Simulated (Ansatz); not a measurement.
Runs of Ansatz 0.2.0 on W2C. Symmetry: P-3m1, No. 164, trigonal system. Conventional cell: a = 3.070 Å, b = 3.070 Å, c = 4.678 Å, α = 90.00°, β = 90.00°, γ = 120.00°. Around W (site symmetry 3m) lie 3 C at 2.13 Å. C (site symmetry -3m) is surrounded by 6 W at 2.13 Å. The cell comes from a database or a generator and needn't be the stable form of this composition.

```tsv
task	level	potentials or basis	spin	cell	k mesh	cutoff (eV)	smearing	other keys	mesh quality	gap on the mesh (eV)	pressure (GPa)	largest force (eV/Å)
density of states	SVWN5	PseudoDojo stringent (LDA files)	collinear, antiferromagnetic start	as given	10 × 10 × 6	1687	tetrahedron	-	not flagged	none	-15.7	0.34
projected density of states	HSE06	Ansatz PAW	off	as given	6 × 6 × 3	420	cold 0.05 eV	scf.algorithm = density_mixing	coarse	none	-9.9	(b)
single point	PBE	Ansatz PAW	off	as given	10 × 10 × 6	420	fermi-dirac 0.05 eV	-	not flagged	none	-1.8	-
single point	PBE	Ansatz PAW	off	atoms moved at random, drawn with an rms of 0.05 Å	10 × 10 × 6	420	fermi-dirac 0.05 eV	-	not flagged	none	-1.0	0.44
atomic charges	PBEsol	Ansatz PAW	SOC, no magnetisation	as given	10 × 10 × 6	400	gaussian 0.1 eV	basis.ecutwfc = 29.4 Ry; scf.algorithm = density_mixing; …	not flagged	none	(a)	0.21
```

Task: Fill in the values left out.

Result: (a) -10.4; (b) 0.27.

Caveats: some runs use coarse meshes; the PAW data sets come from PBE, with cores solved anew for the run's functional, which leaves a small shift of forces and pressure (some runs); so large a pressure means that the cell lies far from this level's equilibrium, or that cutoff or potentials fall short (some runs); with tetrahedron occupations forces and stress needn't match the slope of the energy (some runs); the starting moments weren't kept (some runs); the thresholds are loose for stress (some runs); the cutoff lies under the one recommended for these potentials (some runs).

A k mesh can miss the band edges, and rows without SOC leave out spin-orbit coupling on W.

A gap of «none» marks a metal or a gap under the smearing width.

The runs don't all hold the same shells in valence.
